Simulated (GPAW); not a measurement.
Set up this calculation in GPAW 26.7.0, as an ASE script.

| Property | Result |
| --- | --- |
| Task | single point |
| Functional | PBEsol |
| Potentials or basis | PAW data sets generated in the run's folder for this functional |
| Cutoff | 800 eV |
| Basis | pw |
| k mesh | 6 × 6 × 9 |
| Occupations | fermi-dirac, width 0.05 eV |
| Spin | no spin polarisation |
| Maxiter | 150 |

Crystal: TaN.

```xyz
6
Lattice="5.1960 0.0000 0.0000 -2.5980 4.4999 0.0000 0.0000 0.0000 2.9110" Properties=species:S:1:pos:R:3 pbc="T T T"
Ta    0.0000    0.0000    0.0000
Ta    2.5980    1.5000    1.4555
Ta    0.0000    2.9999    1.4555
N    -1.0206    1.7678    0.0000
N     1.5774    2.7321    0.0000
N     2.0412    0.0000    0.0000
```

These files were run (other wordings do the same):

run.py

```python
from ase import Atoms
from ase.dft.bandgap import bandgap
from ase.io import write
from ase.units import GPa
from gpaw import GPAW, PW, setup_paths

setup_paths.insert(0, '.')

atoms = Atoms(['Ta', 'Ta', 'Ta', 'N', 'N', 'N'],
              cell=[[5.196, 0.0, 0.0],
                    [-2.598, 4.4998679981, 0.0],
                    [0.0, 0.0, 2.911]],
              scaled_positions=[[0.0, 0.0, 0.0],
                                [0.6666666667, 0.3333333333, 0.5],
                                [0.3333333333, 0.6666666667, 0.5],
                                [0.0, 0.39285, 0.0],
                                [0.60715, 0.60715, 0.0],
                                [0.39285, 0.0, 0.0]],
              pbc=True)

calc = GPAW(mode=PW(800),
            xc='PBEsol',
            kpts={'size': (6, 6, 9), 'gamma': True},
            occupations={'name': 'fermi-dirac', 'width': 0.05},
            nbands=49,
            convergence={'density': 1e-05, 'energy': 1e-05},
            maxiter=150,
            txt='gpaw.txt')
atoms.calc = calc
energy = atoms.get_potential_energy()
forces = atoms.get_forces()
stress = atoms.get_stress()
calc.write('gs.gpw')
write('result.traj', atoms)
print(f'Energy: {energy:.6f} eV')
print('Forces (eV/A):')
print(forces.round(4))
print('Stress (GPa):', (stress / GPa).round(3))
print('Fermi level:', round(calc.get_fermi_level(), 4), 'eV')
print(f'Gap: {bandgap(calc)[0]:.4f} eV, direct: {bandgap(calc, direct=True)[0]:.4f} eV')
```

Potentials or basis: PAW data sets generated in the run's folder for this functional, pw.

Launch:

```bash
$ gpaw-setup -f PBEsol N Ta
$ OMP_NUM_THREADS=1 python run.py
```

Results of the run:

```yaml
Pressure: -3.9 GPa
Largest_force: 0.029 eV/Å
Band_gap_on_the_k_mesh: none (metal or under the smearing width)
```

Run time: 110 s on 1 thread of Arm Neoverse V2 (shared host), peak memory 0.31 GiB.
